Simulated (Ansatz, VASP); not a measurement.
**Two plane-wave programs on BN**

The input INCAR:

```
SYSTEM = BN
ALGO = Normal ; EDIFF = 1E-6
ENCUT = 520 ; GGA = PE
ISIF = 2 ; ISMEAR = 0
LASPH = .TRUE. ; LCHARG = .FALSE.
LREAL = .FALSE. ; LWAVE = .FALSE.
NBANDS = 16 ; NELM = 80
PREC = Accurate ; SIGMA = 0.05
```

File KPOINTS:

```
k-points
0
G
  6 6 6
  0 0 0
```

File POSCAR:

```
BN
1.0
    0.0000000000     -1.8123937734     -1.8848895243
   -1.8848895243      0.0000000000     -1.8848895243
    1.8848895243      1.8123937734     -3.7697790487
B N
2 2
Direct
    0.0000000000      0.0000000000      0.0000000000
    0.5000000000      0.5000000000      0.5000000000
    0.3750000000      0.3750000000      0.8750000000
    0.8750000000      0.8750000000      0.3750000000
```

Input for Ansatz:

```yaml
crystal:
  lattice:
    - [0.0, -1.8123937734, -1.8848895243]
    - [-1.8848895243, 0.0, -1.8848895243]
    - [1.8848895243, 1.8123937734, -3.7697790487]
  atoms:
    - { symbol: B, position: [0.0, 0.0, 0.0] }
    - { symbol: B, position: [0.5, 0.5, 0.5] }
    - { symbol: "N", position: [0.375, 0.375, 0.875] }
    - { symbol: "N", position: [0.875, 0.875, 0.375] }
basis:
  ecutwfc: 520.0
kpoints:
  mp_grid: { grid: [6, 6, 6] }
hamiltonian:
  xc: pbe
scf:
  occupations: { method: gaussian, width: 0.05 }
output:
  forces: true
  stress: true
  eigenvalues: true
```

Change from the starting cell: mode 4 frozen in at +0.000 Å, equal normal strain along x and y +0.0400.

Alike in both runs: task single point; functional PBE; k mesh 6 × 6 × 6; occupations gaussian, width 0.05 eV; no spin polarisation.

```csv
,VASP,Ansatz
version,VASP 6.6.1,Ansatz 0.2.0
potentials or method,"VASP PAW PBE potentials, release 64 (B, N)","scalar-relativistic, plane waves, PAW"
plane-wave cutoff (eV),520,520
valence electrons in the cell,16,16
```

```tsv
	VASP	Ansatz	Ansatz less VASP
gap on the k mesh at the Fermi level (eV)	3.74	3.75	+0.009
least direct gap on the mesh (eV)	5.48	5.49	+0.010
pressure (GPa)	-25.2	-25.2	-0.04
largest component of the traceless stress (GPa)	14.03	14.01	-0.011
```

Caveats: the k mesh is coarse (spacing up to 0.48 Å⁻¹), so the values aren't converged; so large a pressure means that the cell lies far from this level's equilibrium, or that cutoff or potentials fall short (VASP). A k mesh can miss the band edges.
